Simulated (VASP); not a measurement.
A run of VASP 6.6.1 is set up as follows.

INCAR

```
ALGO = Normal ; EDIFF = 1E-6
EDIFFG = -0.01 ; ENCUT = 600
IBRION = 2 ; ISIF = 3
ISMEAR = 0 ; LASPH = T
LCHARG = F ; LREAL = F
LWAVE = F ; NELM = 80
NSW = 90 ; PREC = Accurate
SIGMA = 0.03
```

File KPOINTS:

```
k-points
0
Gamma
  10 10 10
```

POSCAR

```
SnSe
1.0
    0.0000000000      3.0100000000      3.0100000000
    3.0100000000      0.0000000000      3.0100000000
    3.0100000000      3.0100000000      0.0000000000
Sn Se
1 1
Direct
    0.0000000000      0.0000000000      0.0000000000
    0.5000000000      0.5000000000      0.5000000000
```

Potentials or basis: VASP PAW LDA potentials, release 64 (Sn_d, Se).

The run is started by

```bash
$ cat potpaw_LDA.64/Sn_d/POTCAR potpaw_LDA.64/Se/POTCAR > POTCAR
$ mpirun -np 1 vasp_std > vasp.out
```

Task: Estimate the relaxed cell.

Result: a = 4.172 Å, b = 4.172 Å, c = 4.172 Å, α = 60.00°, β = 60.00°, γ = 60.00°.

Task: Predict the relaxed volume.

Result: 25.68 Å³/atom.

Task: Predict the space group after relaxing (to 0.05 Å).

Result: Fm-3m (No. 225).

Task: What does it give for the band gap on the k mesh?

Result: 0.43 eV, indirect (least direct gap 0.57 eV).

Step by step:
```
step  energy change (eV)  largest force (eV/Å)  pressure (GPa)  volume (Å³)
   1              0.0000                0.0000           -3.12        54.54
   2             -0.0297                0.0000            1.12        50.46
   3             -0.0328                0.0000            0.02        51.36
```

Caveat: spin-orbit coupling is left out, which moves the levels of the heavy elements. A k mesh can miss the band edges.
